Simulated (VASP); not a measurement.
The system is PbS.

```
CELL_PARAMETERS angstrom
0.00000 2.98809 2.98809
2.98809 0.00000 2.98809
2.98809 2.98809 0.00000
ATOMIC_POSITIONS crystal
Pb 0.50000 0.50000 0.50000
S 0.00000 0.00000 0.00000
```

The cell is a database's computed one.

| Item | Value |
| --- | --- |
| Program | VASP 6.6.1 |
| Task | relaxation of cell and atoms |
| Functional | RPBE |
| Potentials or basis | VASP PAW PBE potentials, release 64 (Pb_d, S) |
| Cutoff | 600 eV |
| k mesh | 10 × 10 × 10 |
| Occupations | gaussian, width 0.02 eV |
| Spin | no spin polarisation |

At the start: pressure 2.8 GPa; volume 26.68 Å³/atom.

Question: Where does the relaxation end?

Answer: Over 3 steps the energy falls by 11.8 meV/atom and the volume is 28.10 Å³/atom (+5.3 %); space group Fm-3m (No. 225, to 0.05 Å).

Step by step:
| step | energy change (eV) | largest force (eV/Å) | pressure (GPa) | volume (Å³) |
| --- | --- | --- | --- | --- |
| 1 | 0.0000 | 0.0000 | 2.77 | 53.36 |
| 2 | -0.0219 | 0.0000 | -0.64 | 57.01 |
| 3 | -0.0235 | 0.0000 | 0.00 | 56.21 |

Final structure:
```
CELL_PARAMETERS angstrom
0.00000 3.04032 3.04032
3.04032 0.00000 3.04032
3.04032 3.04032 0.00000
ATOMIC_POSITIONS crystal
Pb 0.50000 0.50000 0.50000
S 0.00000 0.00000 0.00000
```

Caveat: the PAW data sets were made with another functional, which shifts forces and pressure a little.
